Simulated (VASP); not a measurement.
# SiC (Moissanite 3C) (F-43m) in VASP: notebook

The runs below take SiC (Moissanite 3C) through relaxation of the atoms, with PBE.

All numbers are computed with VASP 6.6.1; they aren't measurements. Logs are shortened: lines on timing, memory, paths and dates and some standing lists are left out, and cuts for length are marked.

**The experiment to reproduce.**

“Insight into the structural, elastic and electronic properties of a new orthorhombic 6O-SiC polytype”, 2020, pmc:7200658 quotes, for a bulk crystal of SiC: band gap 2.4 eV (indirect).

How close the calculation comes is told below.

## Step 1: The structure

It takes space group F-43m (No. 216, cubic). Conventional cell: a = 4.378 Å, b = 4.378 Å, c = 4.378 Å, α = 90.00°, β = 90.00°, γ = 90.00°. Around Si (site symmetry -43m) lie 4 C at 1.90 Å. C (site symmetry -43m) is surrounded by 4 Si at 1.90 Å.

## Step 2: Relaxation of the atoms, PBE (a relaxed cell with its volume scaled by 0.98)

Contents of INCAR:

```
ALGO = Normal ; EDIFF = 1E-7
EDIFFG = -0.01 ; ENCUT = 600
GGA = PE ; IBRION = 2
ISIF = 2 ; ISMEAR = 0
LASPH = True ; LCHARG = False
LREAL = False ; LWAVE = False
NELM = 80 ; NSW = 40
PREC = Accurate ; SIGMA = 0.03
```

Contents of KPOINTS:

```
k-points
0
Gamma
  10 10 10
```

Contents of POSCAR:

```
SiC                                     
1.0
    0.0000000000      2.1745500112      2.1745500112
    2.1745500112      0.0000000000      2.1745500112
    2.1745500112      2.1745500112      0.0000000000
  Si              C             
     1     1
Direct
     0.0000000000000000    0.0000000000000000    0.0000000000000000
     0.2500000000000000    0.2500000000000000    0.2500000000000000
```

Potentials or basis: VASP PAW PBE potentials, release 64 (Si, C).

Command:

```
cat potpaw_PBE.64/Si/POTCAR potpaw_PBE.64/C/POTCAR > POTCAR
mpirun -np 1 vasp_std > vasp.out
```

OUTCAR:

```text
EDIFF = 1E-7
   EDIFFG = -0.01
   ENCUT = 600
   GGA = PE
   IBRION = 2
   ISIF = 2
   ISMEAR = 0
   LASPH = True
   LREAL = False
   NELM = 80
   NSW = 40
   PREC = Accurate

 ion  position               nearest neighbor table
   1  0.000  0.000  0.000-   2 1.88   2 1.88   2 1.88   2 1.88
   2  0.250  0.250  0.250-   1 1.88   1 1.88   1 1.88   1 1.88

  LATTYP: Found a face centered cubic cell.
 ALAT       =     4.3491000224

  Lattice vectors:

 A1 = (   0.0000000000,   2.1745500112,   2.1745500112)
 A2 = (   2.1745500112,   0.0000000000,   2.1745500112)
 A3 = (   2.1745500112,   2.1745500112,   0.0000000000)

Analysis of symmetry for initial positions (statically):
=====================================================================
 Subroutine PRICEL returns:
 Original cell was already a primitive cell.

 Routine SETGRP: Setting up the symmetry group for a
 face centered cubic supercell.

 Subroutine GETGRP returns: Found 24 space group operations
 (whereof 24 operations were pure point group operations)
 out of a pool of 48 trial point group operations.

The static configuration has the point symmetry T_d .

Analysis of symmetry for dynamics (positions and initial velocities):
=====================================================================
 Subroutine PRICEL returns:
 Original cell was already a primitive cell.

 Routine SETGRP: Setting up the symmetry group for a
 face centered cubic supercell.

 Subroutine GETGRP returns: Found 24 space group operations
 (whereof 24 operations were pure point group operations)
 out of a pool of 48 trial point group operations.

The dynamic configuration has the point symmetry T_d .

 Subroutine INISYM returns: Found 24 space group operations
 (whereof 24 operations are pure point group operations),
 and found     1 'primitive' translations

----------------------------------------------------------------------------------------

                                     Primitive cell

  volume of cell :      20.5654

  direct lattice vectors                    reciprocal lattice vectors
     0.000000000  2.174550011  2.174550011    -0.229932629  0.229932629  0.229932629
     2.174550011  0.000000000  2.174550011     0.229932629 -0.229932629  0.229932629
     2.174550011  2.174550011  0.000000000     0.229932629  0.229932629 -0.229932629

  length of vectors
     3.075278118  3.075278118  3.075278118     0.398254995  0.398254995  0.398254995

  position of ions in fractional coordinates (direct lattice)
     0.000000000  0.000000000  0.000000000
     0.250000000  0.250000000  0.250000000

  ion indices of the primitive-cell ions
   primitive index   ion index
                 1           1
                 2           2

----------------------------------------------------------------------------------------

 KPOINTS: k-points

Automatic generation of k-mesh.
 Grid dimensions read from file:
 generate k-points for:   10   10   10

 Generating k-lattice:

  Cartesian coordinates                     Fractional coordinates (reciprocal lattice)
    -0.022993263  0.022993263  0.022993263     0.100000000  0.000000000  0.000000000
     0.022993263 -0.022993263  0.022993263     0.000000000  0.100000000  0.000000000
     0.022993263  0.022993263 -0.022993263     0.000000000  0.000000000  0.100000000

  Length of vectors
     0.039825499  0.039825499  0.039825499

  Shift w.r.t. Gamma in fractional coordinates (k-lattice)
     0.000000000  0.000000000  0.000000000

 Subroutine IBZKPT returns following result:
 ===========================================

 Found     47 irreducible k-points:

 Following reciprocal coordinates:
            Coordinates               Weight
  0.000000  0.000000  0.000000      1.000000
  0.100000  0.000000  0.000000      8.000000
  0.200000  0.000000  0.000000      8.000000
  0.300000  0.000000  0.000000      8.000000
  0.400000  0.000000  0.000000      8.000000
  0.500000  0.000000  0.000000      4.000000
[... 16 lines left out ...]
  0.300000  0.300000  0.000000      6.000000
  0.400000  0.300000  0.000000     24.000000
 [... further k-points ...]
   k-points           NKPTS =     47   k-points in BZ     NKDIM =     47   number of bands    NBANDS=      8
   number of dos      NEDOS =    301   number of ions     NIONS =      2
   total plane-waves  NPLWV =  21952
   dimension x,y,z NGX =    28 NGY =   28 NGZ =   28
   dimension x,y,z NGXF=    56 NGYF=   56 NGZF=   56
   ions per type =               1   1
   NGX,Y,Z   is equivalent  to a cutoff of  15.14, 15.14, 15.14 a.u.
   NGXF,Y,Z  is equivalent  to a cutoff of  30.27, 30.27, 30.27 a.u.
 SYSTEM =  unknown system
   PREC   = accura    normal or accurate (medium, high low for compatibility)
   ISTART =      0    job   : 0-new  1-cont  2-samecut
   ICHARG =      2    charge: 1-file 2-atom 10-const
   ISPIN  =      1    spin polarized calculation?
   LNONCOLLINEAR =      F non collinear calculations
   LSORBIT =      F    spin-orbit coupling
   LASPH  =      T    aspherical Exc in radial PAW
   ENCUT  =  600.0 eV  44.10 Ry    6.64 a.u.   6.14  6.14  6.14*2*pi/ulx,y,z
   NELM   =     80;   NELMIN=  2; NELMDL= -5     # of ELM steps
   EDIFF  = 0.1E-06   stopping-criterion for ELM
   LREAL  =      F    real-space projection
   EDIFFG = -.1E-01   stopping-criterion for IOM
   NSW    =     40    number of steps for IOM
   IBRION =      2    ionic relax: 0-MD 1-quasi-New 2-CG
   NFREE  =      1    steps in history (QN), initial steepest desc. (CG)
   ISIF   =      2    stress and relaxation
   ISYM   =      2    0-nonsym 1-usesym 2-fastsym
   POTIM  = 0.5000    time-step for ionic-motion
   TEBEG  =    0.0;   TEEND  =   0.0 temperature during run
   PSTRESS=    0.0 pullay stress
   NELECT =       8.0000    total number of electrons
   NUPDOWN=      -1.0000    fix difference up-down
   EMIN   =  10.00;   EMAX   =-10.00  energy-range for DOS
   EFERMI =   0.00;   METHOD = LEGACY
   ISMEAR =     0;   SIGMA  =   0.03  broadening in eV -4-tet -1-fermi 0-gaus
   EFERMI_NEDOS =   21; number of points for ismear=-14 and -15
   IALGO  =     38    algorithm
   IMIX   =      4    mixing-type and parameters
     AMIX     =   0.40;   BMIX     =  1.00
     AMIX_MAG =   1.60;   BMIX_MAG =  1.00
  volume/ion in A,a.u.               =      10.28        69.39
  Fermi-wavevector in a.u.,A,eV,Ry     =   1.195067  2.258348 19.431624  1.428184
  Thomas-Fermi vector in A             =   2.331041
   LORBIT       =      0    0 simple, 1 ext, 2 COOP (PROOUT), +10 PAW based schemes
   GGA     = PE    functional components
   LHFCALC =     F    Hartree Fock is set to
   AEXX    =    0.0000 exact exchange contribution
   IVDW    =     0    specifies the selected vdW correction
   LEPSILON=     F    determine dielectric tensor
   LRPA    =     F    only Hartree local field effects (RPA)
 conjugate gradient relaxation of ions
 non-spin polarized calculation
 Gauss-broadening in eV      SIGMA  =   0.03
  energy-cutoff  :      600.00
  volume of cell :       20.57
 maximum number of plane-waves:       701
 NGX is ok and might be reduce to    28
   NGX = 13   NGY = 13   NGZ = 13

 number of electron       8.0000000 magnetization

 Free energy of the ion-electron system (eV)
  ---------------------------------------------------
  ext. energy  EPLUGINS =         0.00000000
  ---------------------------------------------------
  free energy    TOTEN  =       -15.05604057 eV

  energy without entropy =      -15.05604057  energy(sigma->0) =      -15.05604057

 E-fermi :   8.3764     XC(G=0): -11.3829

 val. band max:        8.1751945519   @ k =   0.0000   0.0000   0.0000
 cond. band min:       9.5268933598   @ k =   0.5000   0.5000   0.0000
 fundamental gap:      1.3516988079
 Fermi energy:         8.3764326825

 k-point     1 :       0.0000    0.0000    0.0000
  band No.  band energies     occupation
      1      -7.2761      2.00000
      2       8.1752      2.00000
      3       8.1752      2.00000
      4       8.1752      2.00000
      5      14.4807      0.00000
      6      15.5261      0.00000
      7      15.5261      0.00000
      8      15.5261      0.00000

 k-point     2 :       0.1000    0.0000    0.0000
  band No.  band energies     occupation
      1      -7.0798      2.00000
      2       7.1661      2.00000
      3       8.0414      2.00000
      4       8.0414      2.00000
      5      14.7329      0.00000
      6      15.7702      0.00000
      7      15.7702      0.00000
      8      15.8088      0.00000

 k-point     3 :       0.2000    0.0000    0.0000
  band No.  band energies     occupation
      1      -6.4995      2.00000
      2       5.0413      2.00000
      3       7.7343      2.00000
      4       7.7343      2.00000
      5      14.4353      0.00000
      6      16.1281      0.00000
      7      16.1281      0.00000
      8      17.0158      0.00000

 k-point     4 :       0.3000    0.0000    0.0000
  band No.  band energies     occupation
      1      -5.5708      2.00000
      2       2.7203      2.00000
      3       7.4180      2.00000
      4       7.4180      2.00000
      5      14.0259      0.00000
      6      15.9821      0.00000
      7      15.9821      0.00000
      8      17.9802      0.00000

 k-point     5 :       0.4000    0.0000    0.0000
  band No.  band energies     occupation
      1      -4.4210      2.00000
      2       0.6567      2.00000
      3       7.1990      2.00000
      4       7.1990      2.00000
      5      13.7560      0.00000
      6      15.5980      0.00000
      7      15.5980      0.00000
      8      18.2602      0.00000
[... 177 lines left out ...]
 k-point    22 :      -0.2000    0.2000    0.0000
  band No.  band energies     occupation
      1      -5.2593      2.00000
      2       3.3658      2.00000
      3       4.9472      2.00000
      4       7.5282      2.00000
      5      14.7693      0.00000
      6      16.2343      0.00000
      7      16.5945      0.00000
      8      17.3876      0.00000

 k-point    23 :       0.3000    0.3000    0.0000
  band No.  band energies     occupation
      1      -4.9924      2.00000
      2       3.8158      2.00000
      3       5.8046      2.00000
      4       5.8046      2.00000
      5      11.3538      0.00000
      6      13.8127      0.00000
      7      19.7702      0.00000
      8      19.7702      0.00000

 k-point    24 :       0.4000    0.3000    0.0000
  band No.  band energies     occupation
      1      -4.1189      2.00000
      2       2.5885      2.00000
      3       5.0121      2.00000
      4       5.5413      2.00000
      5      11.0502      0.00000
      6      13.8260      0.00000
      7      19.8635      0.00000
      8      20.1660      0.00000

 [... further k-points ...]

------------------------ aborting loop because EDIFF is reached ----------------------------------------

  FORCE on cell =-STRESS in cart. coord.  units (eV):
  Direction    XX          YY          ZZ          XY          YZ          ZX
  --------------------------------------------------------------------------------------
  -------------------------------------------------------------------------------------
  Total        0.5732286      0.5732286      0.5732286     -0.0000000      0.0000000     -0.0000000
  in kB       44.6580999     44.6580999     44.6580999     -0.0000000      0.0000000     -0.0000000
  external PRESSURE =      44.6580999 kB  Pullay stress =       0.0000000 kB

 VOLUME and BASIS-vectors are now :
 -----------------------------------------------------------------------------
  energy-cutoff  :      600.00
  volume of cell :       20.57
      direct lattice vectors                 reciprocal lattice vectors
     0.000000000  2.174550011  2.174550011    -0.229932629  0.229932629  0.229932629
     2.174550011  0.000000000  2.174550011     0.229932629 -0.229932629  0.229932629
     2.174550011  2.174550011  0.000000000     0.229932629  0.229932629 -0.229932629

 POSITION                                       TOTAL-FORCE (eV/Angst)
 -----------------------------------------------------------------------------------
      0.00000      0.00000      0.00000         0.000000      0.000000      0.000000
      1.08728      1.08728      1.08728        -0.000000      0.000000     -0.000000
 -----------------------------------------------------------------------------------
    total drift:                               -0.000000     -0.000000     -0.000000

  FREE ENERGIE OF THE ION-ELECTRON SYSTEM (eV)
  ---------------------------------------------------
  free  energy   TOTEN  =       -15.0560405668 eV

  energy  without entropy=      -15.0560405668  energy(sigma->0) =      -15.05604057

 reached required accuracy - stopping structural energy minimisation
```

Wall time 6.6 s (1 thread of AMD EPYC 9R45 (Zen 5), shared host); peak memory 0.12 GiB.

What came out:

| Property | Result |
| --- | --- |
| Free energy | -15.0560 eV |
| Pressure after relaxing | 4.5 GPa |
| Band gap on the k mesh | 1.35 eV, indirect (least direct gap 4.55 eV) |

Final structure:
```
Si C
1.0
     0.00000    2.17455    2.17455
     2.17455    0.00000    2.17455
     2.17455    2.17455    0.00000
Si C
1 1
Direct
  0.00000 0.00000 0.00000
  0.25000 0.25000 0.25000
```

Caveat: the relaxation stopped at its first step, so nothing moved. A k mesh can miss the band edges.

## Step 3: Relaxation of the atoms, PBE

INCAR is that of step 2.

KPOINTS is that of step 2.

Contents of POSCAR:

```
SiC                                     
1.0
    0.0000000000      2.1892433624      2.1892433624
    2.1892433624      0.0000000000      2.1892433624
    2.1892433624      2.1892433624      0.0000000000
  Si              C             
     1     1
Direct
     0.0000000000000000    0.0000000000000000    0.0000000000000000
     0.2500000000000000    0.2500000000000000    0.2500000000000000
```

Potentials or basis: VASP PAW PBE potentials, release 64 (Si, C).

Command:

```
cat potpaw_PBE.64/Si/POTCAR potpaw_PBE.64/C/POTCAR > POTCAR
mpirun -np 1 vasp_std > vasp.out
```

It took 6.4 s on 1 thread of AMD EPYC 9R45 (Zen 5), shared host; peak memory 0.12 GiB.

It converged, with:

```
Free energy             : -15.0622 eV
Pressure after relaxing : 0.0 GPa
Band gap on the k mesh  : 1.37 eV, indirect (least direct gap 4.53 eV)
```

Final structure:
```yaml
crystal:
  lattice:
    - [0.00000, 2.18924, 2.18924]
    - [2.18924, 0.00000, 2.18924]
    - [2.18924, 2.18924, 0.00000]
  atoms:
    - { symbol: Si, position: [0.00000, 0.00000, 0.00000] }
    - { symbol: C, position: [0.25000, 0.25000, 0.25000] }
```

Levels at points of the mesh, in eV from the valence-band top:
```
           k point  band 2  band 3  band 4  band 5  band 6  band 7
(0.00, 0.00, 0.00)    0.00    0.00    0.00    6.07    7.21    7.21
(0.50, 0.00, 0.00)   -8.46   -1.05   -1.05    5.31    7.17    7.17
(0.50, 0.50, 0.00)   -7.75   -3.16   -3.16    1.37    4.27   13.87
```

Caveat: the relaxation stopped at its first step, so nothing moved.

## Step 4: Relaxation of the atoms, PBE (a relaxed cell with its volume scaled by 1.02)

INCAR is that of step 3.

KPOINTS is that of step 3.

Contents of POSCAR:

```
SiC                                     
1.0
    0.0000000000      2.2037420853      2.2037420853
    2.2037420853      0.0000000000      2.2037420853
    2.2037420853      2.2037420853      0.0000000000
  Si              C             
     1     1
Direct
     0.0000000000000000    0.0000000000000000    0.0000000000000000
     0.2500000000000000    0.2500000000000000    0.2500000000000000
```

Command:

```
cat potpaw_PBE.64/Si/POTCAR potpaw_PBE.64/C/POTCAR > POTCAR
mpirun -np 1 vasp_std > vasp.out
```

Wall time 6.6 s (1 thread of AMD EPYC 9R45 (Zen 5), shared host); peak memory 0.12 GiB.

The run converged. Its results:

```
Free energy             : -15.0572 eV
Pressure after relaxing : -4.1 GPa
Band gap on the k mesh  : 1.39 eV, indirect (least direct gap 4.51 eV)
```

Final structure:
```
Si C
1.0
     0.00000    2.20374    2.20374
     2.20374    0.00000    2.20374
     2.20374    2.20374    0.00000
Si C
1 1
Direct
  0.00000 0.00000 0.00000
  0.25000 0.25000 0.25000
```

Levels at points of the mesh, in eV from the valence-band top:
```csv
k point,band 2,band 3,band 4,band 5,band 6,band 7
"(0.00, 0.00, 0.00)",0.00,0.00,0.00,5.84,7.08,7.08
"(0.50, 0.00, 0.00)",-8.35,-1.04,-1.04,5.13,7.09,7.09
"(0.50, 0.50, 0.00)",-7.69,-3.12,-3.12,1.39,4.21,13.64
```

Caveat: the relaxation stopped at its first step, so nothing moved. A k mesh can miss the band edges.

## Step 5: Overview

| cell | gap on the mesh (eV) | pressure (GPa) |
| --- | --- | --- |
| atoms relaxed from: a relaxed cell with its volume scaled by 0.98 | 1.35 | 4.5 |
| atoms relaxed | 1.37 | 0.0 |
| atoms relaxed from: a relaxed cell with its volume scaled by 1.02 | 1.39 | -4.1 |

Alike in all rows: task relaxation of the atoms; level PBE; potentials or basis VASP PAW PBE potentials, release 64 (Si, C); no spin polarisation; k mesh 10 × 10 × 10; cutoff (eV) 600; smearing gaussian 0.03 eV.

Caveats: the relaxation stopped at its first step, so nothing moved.

Absolute energies hang on the potentials; compare differences alone.

## Step 6: How close it comes

Step 3. Measured gap of SiC: 2.4 eV (indirect; quoted in “Insight into the structural, elastic and electronic properties of a new orthorhombic 6O-SiC polytype”, 2020, pmc:7200658). This calculation gives 1.37 eV (-1.03 eV). The value is that of PBE on a finite k mesh, which can miss the band edges, without temperature or zero-point motion. Semilocal functionals fall short of measured gaps as a rule.
